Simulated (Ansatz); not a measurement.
NaCl:

```
Cl Na
1.0
     0.00000    2.79406    2.79406
     2.79406    0.00000    2.79406
     2.79406    2.79406    0.00000
Cl Na
1 1
Direct
  0.50000 0.50000 0.50000
  0.00000 0.00000 0.00000
```

The cell is a database's computed one.

Base run:

- Program: Ansatz 0.2.0
- Functional: PBEsol
- Potentials or basis: Ansatz PAW
- Cutoff: 420 eV (not typed: the program's choice for these potentials)
- k mesh: 8 × 8 × 8
- Occupations: gaussian, width 0.02 eV
- Spin: no spin polarisation

Its results: band gap on the k mesh 5.04 eV, direct; pressure 0.2 GPa.

Q: The run is repeated on the same cell with these changes: functional from PBEsol to PBE; occupations from gaussian, width 0.02 eV to gaussian, width 0.05 eV. What comes out?

A: Band gap on the k mesh 5.22 eV, direct; pressure 1.5 GPa.

Caveats: the PAW data sets come from PBE, with cores solved anew for the run's functional, which leaves a small shift of forces and pressure (some runs).

